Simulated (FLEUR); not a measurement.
Runs of FLEUR MaX-R8.1 (later development tree) on HfC. The structure is cubic, space group Fm-3m (No. 225). Conventional cell: a = 4.650 Å, b = 4.650 Å, c = 4.650 Å, α = 90.00°, β = 90.00°, γ = 90.00°. Hf (site symmetry m-3m) has 6 C at 2.33 Å as nearest neighbours. C (site symmetry m-3m) has 6 Hf at 2.33 Å as nearest neighbours. 

```csv
task,level,gmax,muffin-tin radii,max iterations,mixing factor,mixer,kmax,V0 of scaled cells (Å³/atom),B0 (GPa)
equation of state,BLYP,14.8 1/bohr,"Hf 2.44, C 1.51 bohr",-,-,-,4.77 1/bohr,(b),220
equation of state,PBEsol,14.8 1/bohr,"Hf 2.44, C 1.51 bohr",-,-,-,4.77 1/bohr,12.23,248
equation of state,AM05,14.8 1/bohr,"Hf 2.44, C 1.51 bohr",-,-,-,4.77 1/bohr,(c),248
equation of state,SCAN,14.8 1/bohr,"Hf 2.44, C 1.51 bohr",-,-,-,4.77 1/bohr,12.32,(a)
equation of state,r2SCAN,14.8 1/bohr,"Hf 2.44, C 1.51 bohr",-,-,-,4.77 1/bohr,12.50,245
```

Alike in all rows: potentials or basis all-electron, FLAPW; no spin polarisation; cell as given; k mesh 10 × 10 × 10; smearing fermi-dirac 0.05 eV.

**Question.** Estimate the missing entries.

**Answer.** (a) 250; (b) 12.99; (c) 12.18.

Caveats: the meta-GGA is that of a development version, with a GGA for the radial functions and cores and without core tails (some runs).

Not every run made on this cell is shown here.
